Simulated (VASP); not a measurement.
# Si in VASP: a series of runs, part 3 of 3

VASP 6.6.1.

## 6. Single point, PBE

INCAR reads:

```
SYSTEM = Si
PREC = Accurate
ENCUT = 600
EDIFF = 1E-6
ISMEAR = -1
SIGMA = 0.05
LREAL = .FALSE.
LASPH = .TRUE.
NELM = 80
ALGO = Normal
ISIF = 2
LWAVE = .FALSE.
LCHARG = .FALSE.
LDIPOL = .TRUE.
IDIPOL = 3
DIPOL = 0.5 0.5 0.294
GGA = PE
```

KPOINTS reads:

```
Automatic mesh
0
G
  11 11 1
  0 0 0
```

POSCAR reads:

```
Si
1.0
    2.3993200000      0.0000000000      0.0000000000
    0.0000000000      2.4179400000      0.0000000000
    0.0000000000      0.0000000000     23.8000000000
Si
1
Direct
    0.5000000000      0.5000000000      0.2941200000
```

Potentials or basis: VASP PAW PBE potentials, release 54 (Si).

On the command line:

```bash
cat potpaw_PBE.54/Si/POTCAR > POTCAR
mpirun -np 1 vasp_std > vasp.out
```

OUTCAR:

```text
SYSTEM = Si
   PREC = Accurate
   ENCUT = 600
   EDIFF = 1E-6
   ISMEAR = -1
   LREAL = .FALSE.
   LASPH = .TRUE.
   NELM = 80
   ISIF = 2
   GGA = PE

 ion  position               nearest neighbor table
   1  0.500  0.500  0.294-

  LATTYP: Found a simple orthorhombic cell.
 ALAT       =     2.3993200000
 B/A-ratio  =     1.0077605322
 C/A-ratio  =     9.9194771852

  Lattice vectors:

 A1 = (   2.3993200000,   0.0000000000,   0.0000000000)
 A2 = (   0.0000000000,   2.4179400000,   0.0000000000)
 A3 = (   0.0000000000,   0.0000000000,  23.8000000000)

Analysis of symmetry for initial positions (statically):
=====================================================================
 Subroutine PRICEL returns:
 Original cell was already a primitive cell.

 Routine SETGRP: Setting up the symmetry group for a
 simple orthorhombic supercell.

 Subroutine GETGRP returns: Found  8 space group operations
 (whereof  4 operations were pure point group operations)
 out of a pool of  8 trial point group operations.

The static configuration has the point symmetry C_2v.
 The point group associated with its full space group is D_2h.

Analysis of symmetry for dynamics (positions and initial velocities):
=====================================================================
 Subroutine PRICEL returns:
 Original cell was already a primitive cell.

 Routine SETGRP: Setting up the symmetry group for a
 simple orthorhombic supercell.

 Subroutine GETGRP returns: Found  8 space group operations
 (whereof  4 operations were pure point group operations)
 out of a pool of  8 trial point group operations.

The dynamic configuration has the point symmetry C_2v.
 The point group associated with its full space group is D_2h.

 Subroutine INISYM returns: Found  8 space group operations
[... 117 lines left out ...]
  Fermi-wavevector in a.u.,A,eV,Ry     =   0.502795  0.950145  3.439596  0.252803
  Thomas-Fermi vector in A             =   1.511992
   LORBIT       =      0    0 simple, 1 ext, 2 COOP (PROOUT), +10 PAW based schemes
   GGA     = PE    functional components
   LHFCALC =     F    Hartree Fock is set to
   AEXX    =    0.0000 exact exchange contribution
   IVDW    =     0    specifies the selected vdW correction
   LEPSILON=     F    determine dielectric tensor
   LRPA    =     F    only Hartree local field effects (RPA)
 non-spin polarized calculation
  energy-cutoff  :      600.00
  volume of cell :      138.07
 maximum number of plane-waves:      4638
 NGX is ok and might be reduce to    20
   NGX =  9   NGY =  9   NGZ = 95

 dipolmoment           0.000000      0.000000     -0.000001 electrons x Angstroem

 number of electron       4.0000000 magnetization

 dipolmoment           0.000000      0.000000      0.000001 electrons x Angstroem

 Free energy of the ion-electron system (eV)
  ---------------------------------------------------
  ext. energy  EPLUGINS =         0.00000000
  ---------------------------------------------------
  free energy    TOTEN  =        -4.53732772 eV

  energy without entropy =       -4.53144230  energy(sigma->0) =       -4.53438501

 E-fermi :  -3.1530     XC(G=0):  -1.8946

 val. band max:       -3.2132895538   @ k =   0.3636   0.3636   0.0000
 cond. band min:      -3.0976391043   @ k =   0.0909   0.3636   0.0000
 fundamental gap:      0.1156504495
 Fermi energy:        -3.1529607637

 k-point     1 :       0.0000    0.0000    0.0000
  band No.  band energies     occupation
      1     -14.6364      2.00000
      2      -6.3116      2.00000
      3      -0.0766      0.00000
      4       1.2757      0.00000
      5       1.5789      0.00000
      6       2.2653      0.00000
[... 199 lines left out ...]
 k-point    24 :       0.4545    0.2727    0.0000
  band No.  band energies     occupation
      1      -7.8754      2.00000
      2      -5.7397      2.00000
      3      -0.1271      0.00000
      4       2.7386      0.00000
      5       3.5040      0.00000
      6       5.3217      0.00000

 [... further k-points ...]

------------------------ aborting loop because EDIFF is reached ----------------------------------------

 vacuum level on the upper side and lower side of the slab       (xc-potential included)        -0.011        -0.011

  FORCE on cell =-STRESS in cart. coord.  units (eV):
  Direction    XX          YY          ZZ          XY          YZ          ZX
  --------------------------------------------------------------------------------------
  -------------------------------------------------------------------------------------
  Total        0.2382298     -0.1222167     -0.0006418      0.0000000      0.0000000      0.0000000
  in kB        2.7643687     -1.4181772     -0.0074473      0.0000000      0.0000000      0.0000000
  external PRESSURE =       0.4462480 kB  Pullay stress =       0.0000000 kB

 VOLUME and BASIS-vectors are now :
 -----------------------------------------------------------------------------
  energy-cutoff  :      600.00
  volume of cell :      138.07
      direct lattice vectors                 reciprocal lattice vectors
     2.399320000  0.000000000  0.000000000     0.416784756  0.000000000  0.000000000
     0.000000000  2.417940000  0.000000000     0.000000000  0.413575192  0.000000000
     0.000000000  0.000000000 23.800000000     0.000000000  0.000000000  0.042016807

 POSITION                                       TOTAL-FORCE (eV/Angst)
 -----------------------------------------------------------------------------------
      1.19966      1.20897      7.00006         0.000000      0.000000      0.000000
 -----------------------------------------------------------------------------------
    total drift:                               -0.000000      0.000000      0.000007

  FREE ENERGIE OF THE ION-ELECTRON SYSTEM (eV)
  ---------------------------------------------------
  free  energy   TOTEN  =        -4.5373277198 eV

  energy  without entropy=       -4.5314422999  energy(sigma->0) =       -4.53438501

 vacuum level on the upper side and lower side of the slab         1.513         1.513
```

stdout:

```text
POSCAR found type information on POSCAR Si
 POSCAR found :  1 types and       1 ions
 scaLAPACK will be used
 LDA part: xc-table for (Slater+PW92), standard interpolation
 POSCAR, INCAR and KPOINTS ok, starting setup
 FFT: planning ... GRIDC
 FFT: planning ... GRID_SOFT
 FFT: planning ... GRID
 WAVECAR not read
 entering main loop
```

It took 20 s on 1 thread of Intel Xeon 6975P-C (Granite Rapids), shared host; peak memory 0.26 GiB.

Results:

| Quantity | Value |
| --- | --- |
| Free energy | -4.5373 eV |
| Band gap on the k mesh | none (metal or under the smearing width) |

Levels at points of the mesh, in eV from the Fermi level:
| k point | band 1 | band 2 | band 3 | band 4 | band 5 | band 6 |
| --- | --- | --- | --- | --- | --- | --- |
| (0.00, 0.00, 0.00) | -11.48 | -3.16 | 3.08 | 4.43 | 4.73 | 5.42 |

## 7. Summary

```tsv
potentials or basis	gap on the mesh (eV)
VASP PAW PBE potentials, release 64 (Si)	none
VASP PAW PBE potentials, release 64 (Si_GW)	none
VASP PAW PBE potentials, release 54 (Si)	none
```

Alike in all rows: task single point; level PBE; no spin polarisation; cell as given; k mesh 11 × 11 × 1; cutoff (eV) 600; smearing fermi-dirac 0.05 eV.

Total energies depend on the potentials used, so only differences within one code and one set of settings carry meaning.
